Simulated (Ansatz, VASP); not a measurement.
**Two plane-wave programs on CdS**

```
CELL_PARAMETERS angstrom
4.16884 0.00000 0.00000
-2.08442 3.61032 0.00000
0.00000 0.00000 6.77962
ATOMIC_POSITIONS crystal
Cd 0.66667 0.33333 0.50022
Cd 0.33333 0.66667 0.00022
S 0.66667 0.33333 0.87678
S 0.33333 0.66667 0.37678
```

Alike in both runs: functional PBE; k mesh 9 × 9 × 5; occupations fermi-dirac, width 0.01 eV; no spin polarisation.

Ansatz relaxed the structure, and its values are those at the end. VASP's run is a single point on that final structure, the one shown.

|  | VASP | Ansatz |
| --- | --- | --- |
| version | VASP 6.6.1 | Ansatz 0.2.0 |
| potentials or method | VASP PAW PBE potentials, release 64 (Cd, S) | plane-wave PAW, scalar-relativistic |
| plane-wave cutoff (eV) | 520 | 420 |
| valence electrons in the cell | 36 | 52 |

VASP gave:

- gap on the k mesh at the Fermi level (eV): 1.16
- pressure (GPa): 1.5

**Question.** Estimate Ansatz's values.

**Answer.** gap on the k mesh at the Fermi level (eV): 1.16; pressure (GPa): 1.1.

The functional is the same, so the differences come from potentials, cutoffs and numerics. The two sets of potentials don't hold the same shells in valence. Ansatz warned: «gradients_without_spin_orbit».
